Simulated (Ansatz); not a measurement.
# BN, space group P1: a G0W0 quasiparticle calculation

Computed with Ansatz's Python interface.

Run as a notebook:

**Cell 1**
```python
import ansatz as az

crystal = (
    az.Lattice.of([2.508041, 0.0, 0.0], [-1.246711, 2.176231, 0.0], [-0.630665, -1.088116, 3.02254])
    .atom("B", [0.979643, 0.983499, 0.001806])
    .atom("N", [0.668506, 0.332385, 0.984999])
)
```

**Cell 2**
```python
base = (
    crystal.calculation()
    .functional("pbesol")
    .pseudopotentials("paw")
    .kpoints(mesh=(6, 6, 4))
    .occupations("fixed")
    .gw(empty_bands=40, screening_cutoff=80, quasiparticle_bands=("v1", "c1"))
)
events = []
out = base.session().plan().execute(on_event=events.append, runs_dir="gw_run")
gw = next(e["data"] for e in events if e["event"] == "gw_qp")
top = gw["frontier_bands"]["highest_filled_band"]
for qp in gw["qp"]:
    if qp["ik"] == 0:
        print("band", qp["band"], "shift", round(qp["e_qp_ev"] - qp["eps_ks_ev"], 3), "eV, Z =", round(qp["z"], 3))
for key, label in (("eps_ks_ev", "Kohn-Sham"), ("e_qp_ev", "G0W0")):
    filled = max(qp[key] for qp in gw["qp"] if qp["band"] <= top)
    empty = min(qp[key] for qp in gw["qp"] if qp["band"] > top)
    print(f"{label} gap on the mesh: {empty - filled:.3f} eV")
print("static dielectric eigenvalues (RPA, this mesh):", [round(e, 3) for e in gw["screening"][0]["eps_tensor_eigenvalues"]])
```
Output:
```text
DeckWarning: basis.ecutwfc = 420 eV, auto-derived from the records' recommended cutoffs: set by B (normal level)
band 4 shift -0.583 eV, Z = 0.812
band 5 shift 0.564 eV, Z = 0.843
Kohn-Sham gap on the mesh: 2.868 eV
G0W0 gap on the mesh: 4.089 eV
static dielectric eigenvalues (RPA, this mesh): [3.0, 4.841, 5.454]
```

Reading the output:
- Energy and stress may still move on a finer k-point mesh.
- This cell is a computed structure, which may not be the phase found in nature.
- Warnings are shown shortened and without file and line.
- Mesh, empty bands and screening cutoff are small, so the quasiparticle gap isn't converged, and it is read on the mesh points alone. Spin-orbit coupling is left out, which matters for heavy elements.
- Processor time in the engine: 30 s on 1 thread of Intel(R) Xeon(R) Processor @ 2.30GHz, with other jobs on the host, peak memory 0.46 GiB.
